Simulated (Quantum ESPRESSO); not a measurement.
Crystal: Sn.

```
Sn
1.0
    -1.89465    1.89465    1.89465
     1.89465   -1.89465    1.89465
     1.89465    1.89465   -1.89465
Sn
1
Cartesian
  0.0000 0.0000 0.0000
```

This isn't the form of Sn at room conditions, which is tetragonal (white tin).

| Item | Value |
| --- | --- |
| Program | Quantum ESPRESSO 7.5 |
| Task | phonons |
| Functional | LDA |
| Potentials or basis | JTH 2.0 LDA |
| Cutoff | 707 eV |
| Density cutoff | 4245 eV |
| k mesh | 8 × 8 × 8, shifted |
| Occupations | cold, width 0.136 eV |
| Spin | no spin polarisation |
| Form of the LDA correlation | PW92 |
| Mixing beta | 0.5 |
| Most SCF iterations | 120 |
| SCF threshold | 2e-10 Ry |

The cell and the atoms were relaxed first, to 25.62 Å³/atom (a = 3.217 Å, b = 3.217 Å, c = 3.217 Å, α = 109.47°, β = 109.47°, γ = 109.47°), and the response was taken there.

At P the frequencies are 79 79 79 cm⁻¹, at a pressure of 0.0 GPa.

Task: How do the modes respond when the cell is scaled evenly, at fixed shape?

Result: The highest mode has a Grüneisen parameter of 2.81 and moves by +3.5 cm⁻¹ per GPa. None of the listed modes softens on compression. The pressures give a bulk modulus of about 64 GPa.

Frequencies at 99 % and 101 % of the volume (pressures 0.7 and -0.6 GPa), ions relaxed:
| mode | 99 % (cm⁻¹) | 101 % (cm⁻¹) | Grüneisen parameter |
| --- | --- | --- | --- |
| 1 | 81.1 | 76.6 | 2.81 |
| 2 | 81.1 | 76.6 | 2.81 |
| 3 | 81.1 | 76.6 | 2.81 |

Modes are matched by their order; those that don't vary smoothly over the three volumes are left out.

Caveat: the mesh is thin for the phonons of a metal.
